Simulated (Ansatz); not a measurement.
Band table of BN

```
B N
1.0
     0.00000    1.80750    1.78943
     1.80750    0.00000    1.78943
     1.80750    1.80750    0.00000
B N
1 1
Direct
  0.00000 0.00000 0.00000
  0.75000 0.75000 0.75000
```

Atoms are numbered in the order listed.

The cell is COD entry 9008834, as deposited and not checked against the literature; nothing was relaxed. The listed cell was then made from it by scaling, straining or moving an atom.

Theory: DFT, PBE, all-electron LAPW, scalar-relativistic (Ansatz 0.2.0).

Sampling and basis: a Γ-centred 13×13×13 k mesh, Fermi–Dirac smearing of 0.03 eV, basis error target 1 meV/atom, no spin polarisation.

Path points, in fractions of the reciprocal vectors: Γ (0.000, 0.000, 0.000), X (0.000, 0.500, 0.500), P (0.250, 0.750, 0.500), N (0.000, 0.500, 0.000), M (0.500, 0.500, 0.000), S (0.378, 0.622, 0.000), S0 (-0.378, 0.378, 0.000). Levels in eV from the valence-band top; bands 3 to 8, counted from the lowest band of the run. The gap is 4.30 eV, indirect from Γ to M (0.5, 0.5, 0).

```
# k(1/Å) point b3 b4 b5 b6 b7 b8
0.000 Γ -20.41 -0.10 -0.10 0.00 8.76 8.84
0.348 - -20.08 -0.93 -0.85 -0.77 8.37 9.77
0.695 - -19.13 -2.90 -2.36 -2.30 7.42 12.04
1.043 - -17.63 -5.35 -3.74 -3.71 6.15 10.84
1.390 - -15.85 -7.80 -4.66 -4.64 4.96 9.67
1.738 X -14.80 -9.09 -4.97 -4.97 4.47 9.31
1.914 - -14.77 -9.02 -5.16 -5.12 4.86 9.60
2.089 - -14.70 -8.82 -5.62 -5.53 5.89 10.43
2.265 - -14.59 -8.48 -6.13 -6.10 7.34 11.68
2.440 - -14.51 -8.05 -6.71 -6.51 8.86 13.17
2.616 P -14.47 -7.71 -7.11 -6.65 9.69 13.56
2.862 - -14.69 -8.40 -6.94 -5.53 9.62 12.68
3.108 - -15.18 -9.42 -5.74 -4.15 9.56 11.76
3.353 - -15.68 -10.20 -4.17 -2.98 9.79 11.12
3.599 - -16.02 -10.69 -2.73 -2.21 10.30 10.66
3.845 N -16.14 -10.85 -2.10 -1.95 10.16 10.65
4.147 - -16.94 -9.63 -1.96 -1.81 10.08 10.66
4.449 - -18.30 -7.06 -1.55 -1.42 9.84 10.55
4.751 - -19.44 -4.08 -0.95 -0.85 9.48 10.01
5.053 - -20.16 -1.34 -0.36 -0.28 9.07 9.21
5.355 Γ -20.41 -0.10 -0.10 0.00 8.76 8.84
5.706 - -20.08 -0.87 -0.87 -0.84 8.29 9.87
6.057 - -19.11 -2.80 -2.42 -2.42 7.32 12.02
6.409 - -17.58 -5.22 -3.84 -3.84 6.04 10.70
6.760 - -15.76 -7.65 -4.78 -4.78 4.80 9.45
7.111 M -14.69 -8.95 -5.11 -5.11 4.30 9.07
7.231 - -14.67 -8.91 -5.30 -5.08 4.47 9.21
7.352 - -14.64 -8.82 -5.80 -4.98 4.93 9.64
7.472 - -14.60 -8.66 -6.47 -4.81 5.52 10.38
7.593 - -14.59 -8.44 -7.18 -4.59 6.12 11.41
7.713 S -14.63 -8.19 -7.77 -4.31 6.69 12.61
8.144 - -15.37 -9.75 -5.30 -3.35 8.24 13.53
8.576 - -16.05 -10.72 -2.44 -2.29 10.06 10.98
9.007 - -16.05 -10.72 -2.44 -2.29 10.06 10.98
9.439 - -15.37 -9.75 -5.30 -3.35 8.24 13.53
9.870 S0 -14.63 -8.19 -7.77 -4.31 6.69 12.61
10.242 - -15.53 -8.48 -6.82 -3.17 8.40 13.69
10.613 - -17.31 -7.04 -5.04 -1.87 10.05 11.60
10.984 - -18.96 -4.49 -2.92 -0.81 10.06 10.34
11.355 - -20.04 -1.64 -0.92 -0.25 9.14 9.22
11.726 Γ -20.41 -0.10 -0.10 0.00 8.76 8.84
```
